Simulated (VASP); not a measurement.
CdS: single point with PBEsol

Crystal: CdS.

```
Cd S
1.0
     4.30449    0.00000    0.00000
    -2.15224    3.72780    0.00000
     2.15224   -1.24260    3.18885
Cd S
1 1
Direct
  0.00000 0.00000 0.00000
  0.75000 0.25000 0.75000
```

Measurements of this composition are mostly on another form, of space group No. 186.

```
Program             : VASP 6.6.1
Task                : single point
Functional          : PBEsol
Potentials or basis : VASP PAW PBE potentials, release 64 (Cd, S)
Cutoff              : 520 eV
k mesh              : 9 × 9 × 11
Occupations         : gaussian, width 0.1 eV
Spin                : no spin polarisation
```

| Quantity | Value |
| --- | --- |
| Pressure | -0.7 GPa |
| Largest force | 0.896 eV/Å |
| Band gap on the k mesh | 0.86 eV, direct |

Forces on the atoms (eV/Å):
```
Cd   0.000  0.000 -0.896
S    0.000  0.000  0.896
```

Stress tensor (GPa, compression positive):
```
-4.30  0.00  0.00
 0.00 -4.30  0.00
 0.00  0.00  6.60
```

Levels at points of the mesh, in eV from the valence-band top:
```csv
k point,band 7,band 8,band 9,band 10,band 11,band 12
"(0.00, 0.00, 0.00)",-0.15,-0.15,0.00,0.86,5.97,5.97
```

It took 3.5 min on 1 thread of Intel(R) Xeon(R) Platinum 8488C (Sapphire Rapids) (shared host), peak memory 0.45 GiB.

Caveat: the PAW data sets were made with another functional, which shifts forces and pressure a little.
